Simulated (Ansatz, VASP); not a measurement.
## One calculation of Ni, two programs

```
Ni
1.0
    -1.40670    1.40670    1.40670
     1.40670   -1.40670    1.40670
     1.40670    1.40670   -1.40670
Ni
1
Direct
  0.00000 0.00000 0.00000
```

Alike in both runs: task single point; functional PBE; k mesh 8 × 8 × 8; occupations gaussian, width 0.1 eV; collinear spin.

```csv
,VASP,Ansatz
version,VASP 6.6.1,Ansatz 0.2.0
potentials or method,"VASP PAW PBE potentials, release 64 (Ni)","scalar-relativistic, plane waves, PAW"
plane-wave cutoff (eV),520,420
valence electrons in the cell,10,18
```

|  | VASP | Ansatz | Ansatz less VASP |
| --- | --- | --- | --- |
| gap on the k mesh at the Fermi level (eV) | none | none | - |
| pressure (GPa) | -2.2 | -2.1 | +0.16 |
| net moment per atom (μB) | 0.57 | 0.57 | +0.001 |
| size of the moment on the site where the two differ most (μB) | 0.58 | 0.61 | +0.024 |

Site moments also hang on the region over which each program counts them. A gap of «none» marks a metal or a gap that the smearing closes. The functional is the same, so the differences come from potentials, cutoffs and numerics. The two sets of potentials don't hold the same shells in valence.

Caveats: the k mesh is coarse (spacing up to 0.39 Å⁻¹), so the values aren't converged.
